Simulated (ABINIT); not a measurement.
# W (Fm-3m) in ABINIT: convergence with k mesh

Aim: find how far k mesh must go before the results for W settle, at PBEsol. This setting moves, with any that are tied to it; all else stays.

All numbers are computed with ABINIT 10.8.3 (patched build); they aren't measurements. Logs are shortened: lines on timing, memory, paths and dates and some standing lists are left out, and cuts for length are marked. The log counts tension as positive stress, the text compression.

## 1. The crystal as given

The structure is cubic, space group Fm-3m (No. 225). The conventional cell has a = 4.060 Å, b = 4.060 Å, c = 4.060 Å, α = 90.00°, β = 90.00°, γ = 90.00°. W (site symmetry m-3m) has 12 W at 2.87 Å as nearest neighbours.

This isn't the form of W at room conditions, which is bcc.

## 2. With k mesh 2 × 2 × 2

Contents of run.abi:

```
pp_dirpath "./"
pseudos "W.GGA_PBE-JTH.xml"

acell 3*1.0
rprim
     0.0000000000     3.8361440330     3.8361440330
     3.8361440330     0.0000000000     3.8361440330
     3.8361440330     3.8361440330     0.0000000000
ntypat 1
znucl 74
natom 1
typat 1
xred
     0.0000000000     0.0000000000     0.0000000000

ecut 16.0
pawecutdg 32.0
pawxcdev 0

kptopt 1
ngkpt 2 2 2
nshiftk 1
shiftk 0.0 0.0 0.0

ixc -116133

nband 11
occopt 7
tsmear 0.00367493

nstep 100
tolvrs 1.0e-9

iomode 3
prtwf 0
prtden 0
prteig 0
prtebands 0
enunit 1
```

Potentials or basis: JTH PAW PBE v2.0.

On the command line:

```console
> abinit run.abi > log 2>&1
```

run.abo:

```text
.Version 10.8.3 of ABINIT
 Symmetries : space group Fm -3 m (#225); Bravais cF (face-center cubic)
================================================================================
 Values of the parameters that define the memory need of the present run
     intxc =       0    ionmov =       0      iscf =      17    lmnmax =      18
     lnmax =       6     mgfft =      20  mpssoang =       3    mqgrid =    3001
     natom =       1  nloc_mem =       2    nspden =       1   nspinor =       1
    nsppol =       1      nsym =      48    n1xccc =       1    ntypat =       1
    occopt =       7   xclevel =       2
       mpw =         172          nfft =        8000          nkpt =           3
 PAW method is used; the additional fine FFT grid is defined by:
   mgfftf=        30    nfftf =     27000
================================================================================
================================================================================

--------------------------------------------------------------------------------
------------- Echo of variables that govern the present computation ------------
--------------------------------------------------------------------------------
 -outvars: echo values of preprocessed input variables --------
            acell      1.0000000000E+00  1.0000000000E+00  1.0000000000E+00 Bohr
              amu      1.83850000E+02
             ecut      1.60000000E+01 Hartree
           enunit           1
              ixc     -116133
         kptrlatt        2    0    0      0    2    0      0    0    2
          kptrlen      1.08502538E+01
            natom           1
            nband          11
            ngfft          20      20      20
          ngfftdg          30      30      30
             nkpt           3
            nstep         100
             nsym          48
           ntypat           1
           occopt           7
        pawecutdg      3.20000000E+01 Hartree
         pawxcdev           0
           prtden           0
        prtebands           0
           prteig           0
            prtwf           0
            rprim      0.0000000000E+00  3.8361440330E+00  3.8361440330E+00
                       3.8361440330E+00  0.0000000000E+00  3.8361440330E+00
                       3.8361440330E+00  3.8361440330E+00  0.0000000000E+00
          spgroup         225
           tolvrs      1.00000000E-09
           tsmear      3.67493000E-03 Hartree
            typat      1
           useylm           1
            znucl       74.00000

================================================================================

 chkinp: Checking input parameters for consistency.

================================================================================
== DATASET  1 ==================================================================

--- !DatasetInfo
iteration_state: {dtset: 1, }
dimensions: {natom: 1, nkpt: 3, mband: 11, nsppol: 1, nspinor: 1, nspden: 1, mpw: 172, }
cutoff_energies: {ecut:  16.0, pawecutdg:  32.0, }
electrons: {nelect:   1.40000000E+01, charge:   0.00000000E+00, occopt:   7.00000000E+00, tsmear:   3.67493000E-03, }
meta: {optdriver: 0, ionmov: 0, optcell: 0, iscf: 17, paral_kgb: 0, }
...
[... 78 lines left out ...]
cartesian_forces: # hartree/bohr
- [ -0.00000000E+00,  -0.00000000E+00,  -0.00000000E+00, ]
force_length_stats: {min:   0.00000000E+00, max:   0.00000000E+00, mean:   0.00000000E+00, }
...

 Integrated electronic density in atomic spheres:
 ------------------------------------------------
 Atom  Sphere_radius  Integrated_density
    1        2.41189         11.81031259

================================================================================

 ----iterations are completed or convergence reached----

 Mean square residual over all n,k,spin=   12.831E-13; max=  22.402E-12
 reduced coordinates (array xred) for    1 atoms
       0.000000000000      0.000000000000      0.000000000000
 rms dE/dt=  0.0000E+00; max dE/dt=  0.0000E+00; dE/dt below (all hartree)
    1       0.000000000000      0.000000000000      0.000000000000

 cartesian coordinates (angstrom) at end:
    1      0.00000000000000     0.00000000000000     0.00000000000000

 cartesian forces (hartree/bohr) at end:
    1     -0.00000000000000    -0.00000000000000    -0.00000000000000
 frms,max,avg= 0.0000000E+00 0.0000000E+00   0.000E+00  0.000E+00  0.000E+00 h/b

 cartesian forces (eV/Angstrom) at end:
    1     -0.00000000000000    -0.00000000000000    -0.00000000000000
 frms,max,avg= 0.0000000E+00 0.0000000E+00   0.000E+00  0.000E+00  0.000E+00 e/A
 length scales=  1.000000000000  1.000000000000  1.000000000000 bohr
              =  0.529177210544  0.529177210544  0.529177210544 angstroms
 Fermi (or HOMO) energy (eV) =   9.10313   Average Vxc (eV)= -13.03638
 Eigenvalues (   eV  ) for nkpt=   3  k points:
 kpt#   1, nband= 11, wtk=  0.12500, kpt=  0.0000  0.0000  0.0000 (reduced coord)
 -64.73477  -28.40685  -28.40685  -28.40685   -0.42311    8.14068    8.14068    8.14068
  11.27046   11.27046   21.46833
 prteigrs : prtvol=0 or 1, do not print more k-points.

--- !EnergyTerms
iteration_state     : {dtset: 1, }
comment             : Components of total free energy in Hartree
kinetic             :  7.07138381344455E+00
hartree             :  1.06660620856708E+01
xc                  : -7.60850195873886E+00
Ewald energy        : -5.85635574939261E+01
psp_core            :  5.83688216054516E+00
local_psp           : -2.96366280971551E+01
PAW spherical_terms :  3.14321618226820E+00
internal            : -6.90911433078914E+01
'-kT*entropy'       : -1.03667861313365E-03
total_energy        : -6.90921799865045E+01
total_energy_eV     : -1.88009399618961E+03
...

--- !EnergyTermsDC
iteration_state     : {dtset: 1, }
comment             : '"Double-counting" decomposition of free energy'
band_energy         : -9.82843735800752E+00
Ewald energy        : -5.85635574939261E+01
psp_core            :  5.83688216054516E+00
xc_dc               : -1.40058653049078E+01
PAW spherical_terms :  7.46983565899571E+00
internal            : -6.90911423373005E+01
'-kT*entropy'       : -1.03667861313365E-03
total_energy_dc     : -6.90921790159137E+01
total_energy_dc_eV  : -1.88009396977849E+03
...

--- !EnergyTermsWithPAWCore
iteration_state     : {dtset: 1, }
comment             : 'Components of total free energy, including PAW core contributions'
Total energy        : -1.61382548471319E+04
Total energy DC     : -1.61382548461613E+04
Total energy (eV)   : -4.39144285981382E+05
Total energy DC (eV): -4.39144285954971E+05
...

 Cartesian components of stress tensor (hartree/bohr^3)
  sigma(1 1)=  1.44767273E-03  sigma(3 2)=  0.00000000E+00
  sigma(2 2)=  1.44767273E-03  sigma(3 1)=  0.00000000E+00
  sigma(3 3)=  1.44767273E-03  sigma(2 1)=  0.00000000E+00

-Cartesian components of stress tensor (GPa)         [Pressure= -4.2592E+01 GPa]
- sigma(1 1)=  4.25920023E+01  sigma(3 2)=  0.00000000E+00
- sigma(2 2)=  4.25920023E+01  sigma(3 1)=  0.00000000E+00
- sigma(3 3)=  4.25920023E+01  sigma(2 1)=  0.00000000E+00

== END DATASET(S) ==============================================================
================================================================================

 -outvars: echo values of variables after computation  --------
            acell      1.0000000000E+00  1.0000000000E+00  1.0000000000E+00 Bohr
           etotal     -6.9092179016E+01
            fcart     -0.0000000000E+00 -0.0000000000E+00 -0.0000000000E+00
            rprim      0.0000000000E+00  3.8361440330E+00  3.8361440330E+00
                       3.8361440330E+00  0.0000000000E+00  3.8361440330E+00
                       3.8361440330E+00  3.8361440330E+00  0.0000000000E+00
           strten      1.4476727326E-03  1.4476727326E-03  1.4476727326E-03
                       0.0000000000E+00  0.0000000000E+00  0.0000000000E+00
 Calculation completed.
```

It took 3.2 s on 1 thread of Arm Neoverse V2, shared host; peak memory 0.08 GiB.

What came out:

| Quantity | Value |
| --- | --- |
| Free energy | -1880.0940 eV |
| Pressure | -42.6 GPa |
| Band gap on the k mesh | none (metal or under the smearing width) |
| Valence electrons inside the program's atomic spheres | W 11.81 (radii [1.2763] Å) |

## 3. With k mesh 3 × 3 × 3

run.abi, as its differences from that of step 2:

```diff
@@ -20,3 +20,3 @@
 kptopt 1
-ngkpt 2 2 2
+ngkpt 3 3 3
 nshiftk 1
```

Potentials or basis: JTH PAW PBE v2.0.

On the command line:

```console
> abinit run.abi > log 2>&1
```

Wall time 4.7 s (1 thread of Arm Neoverse V2, shared host); peak memory 0.08 GiB.

The run converged. Its results:

```
Free energy                                           : -1879.3167 eV
Pressure                                              : -7.1 GPa
Band gap on the k mesh                                : none (metal or under the smearing width)
Valence electrons inside the program's atomic spheres : W 11.65 (radii [1.2763] Å)
```

## 4. With k mesh 5 × 5 × 5

run.abi, as its differences from that of step 3:

```diff
@@ -20,3 +20,3 @@
 kptopt 1
-ngkpt 3 3 3
+ngkpt 5 5 5
 nshiftk 1
```

On the command line:

```console
> abinit run.abi > log 2>&1
```

Run time: 4.1 s. Hardware: 1 thread of Arm Neoverse V2, shared host; peak memory 0.08 GiB.

It converged, with:

```
Free energy                                           : -1879.7110 eV
Pressure                                              : -13.8 GPa
Band gap on the k mesh                                : none (metal or under the smearing width)
Valence electrons inside the program's atomic spheres : W 11.66 (radii [1.2763] Å)
```

## 5. With k mesh 7 × 7 × 7

run.abi, as its differences from that of step 4:

```diff
@@ -20,3 +20,3 @@
 kptopt 1
-ngkpt 5 5 5
+ngkpt 7 7 7
 nshiftk 1
```

On the command line:

```console
> abinit run.abi > log 2>&1
```

It took 5.4 s on 1 thread of Arm Neoverse V2, shared host; peak memory 0.08 GiB.

It converged, with:

- Free energy: -1879.6633 eV
- Pressure: -11.5 GPa
- Band gap on the k mesh: none (metal or under the smearing width)
- Valence electrons inside the program's atomic spheres: W 11.64 (radii [1.2763] Å)

## 6. With k mesh 8 × 8 × 8

run.abi, as its differences from that of step 5:

```diff
@@ -20,3 +20,3 @@
 kptopt 1
-ngkpt 7 7 7
+ngkpt 8 8 8
 nshiftk 1
```

Potentials or basis: JTH PAW PBE v2.0.

On the command line:

```console
> abinit run.abi > log 2>&1
```

Run time: 5.3 s. Hardware: 1 thread of Arm Neoverse V2, shared host; peak memory 0.08 GiB.

It converged, with:

```
Free energy                                           : -1879.7012 eV
Pressure                                              : -12.6 GPa
Band gap on the k mesh                                : none (metal or under the smearing width)
Valence electrons inside the program's atomic spheres : W 11.65 (radii [1.2763] Å)
```

## 7. With k mesh 10 × 10 × 10

run.abi, as its differences from that of step 6:

```diff
@@ -20,3 +20,3 @@
 kptopt 1
-ngkpt 8 8 8
+ngkpt 10 10 10
 nshiftk 1
```

On the command line:

```console
> abinit run.abi > log 2>&1
```

Wall time 7.5 s (1 thread of Arm Neoverse V2, shared host); peak memory 0.09 GiB.

The run converged. Its results:

| Quantity | Value |
| --- | --- |
| Free energy | -1879.6815 eV |
| Pressure | -12.6 GPa |
| Band gap on the k mesh | none (metal or under the smearing width) |
| Valence electrons inside the program's atomic spheres | W 11.65 (radii [1.2763] Å) |

## 8. With k mesh 12 × 12 × 12

run.abi, as its differences from that of step 7:

```diff
@@ -20,3 +20,3 @@
 kptopt 1
-ngkpt 10 10 10
+ngkpt 12 12 12
 nshiftk 1
```

On the command line:

```console
> abinit run.abi > log 2>&1
```

Run time: 9 s. Hardware: 1 thread of Arm Neoverse V2, shared host; peak memory 0.09 GiB.

It converged, with:

```
Free energy                                           : -1879.6874 eV
Pressure                                              : -13.4 GPa
Band gap on the k mesh                                : none (metal or under the smearing width)
Valence electrons inside the program's atomic spheres : W 11.66 (radii [1.2763] Å)
```

## 9. With k mesh 14 × 14 × 14

run.abi, as its differences from that of step 8:

```diff
@@ -20,3 +20,3 @@
 kptopt 1
-ngkpt 12 12 12
+ngkpt 14 14 14
 nshiftk 1
```

Potentials or basis: JTH PAW PBE v2.0.

On the command line:

```console
> abinit run.abi > log 2>&1
```

Wall time 11 s (1 thread of Arm Neoverse V2, shared host); peak memory 0.1 GiB.

It converged, with:

```
Free energy                                           : -1879.6895 eV
Pressure                                              : -13.0 GPa
Band gap on the k mesh                                : none (metal or under the smearing width)
Valence electrons inside the program's atomic spheres : W 11.65 (radii [1.2763] Å)
```

## 10. With k mesh 16 × 16 × 16

run.abi, as its differences from that of step 9:

```diff
@@ -20,3 +20,3 @@
 kptopt 1
-ngkpt 14 14 14
+ngkpt 16 16 16
 nshiftk 1
```

On the command line:

```console
> abinit run.abi > log 2>&1
```

It took 15 s on 1 thread of Arm Neoverse V2, shared host; peak memory 0.1 GiB.

It converged, with:

| Property | Result |
| --- | --- |
| Free energy | -1879.6869 eV |
| Pressure | -13.1 GPa |
| Band gap on the k mesh | none (metal or under the smearing width) |
| Valence electrons inside the program's atomic spheres | W 11.65 (radii [1.2763] Å) |

## 11. The series at a glance

```tsv
k mesh	energy less the tightest run, at zero smearing (meV/atom)	pressure (GPa)	SCF cycles	CPU time (s)	peak memory (GiB)
2 × 2 × 2	-396.47	-42.59	10	3.2	0.08
3 × 3 × 3	377.98	-7.13	15	4.7	0.08
5 × 5 × 5	-22.18	-13.77	11	4.1	0.08
7 × 7 × 7	24.33	-11.47	13	5.4	0.08
8 × 8 × 8	-13.58	-12.58	11	5.3	0.08
10 × 10 × 10	4.52	-12.61	13	7.5	0.09
12 × 12 × 12	0.12	-13.42	12	9	0.09
14 × 14 × 14	-2.93	-13.01	12	11	0.1
16 × 16 × 16	0.00	-13.12	13	15	0.1
```

Not settled before the last step: the energy (to 1 meV/atom), the pressure (to 0.1 GPa). Meshes of other sizes hit other points, so gaps and Fermi surfaces needn't settle smoothly. The tightest run that finished is the yardstick and may itself not be fully converged.

Caveats: the PAW data sets were made with another functional, which shifts forces and pressure a little.
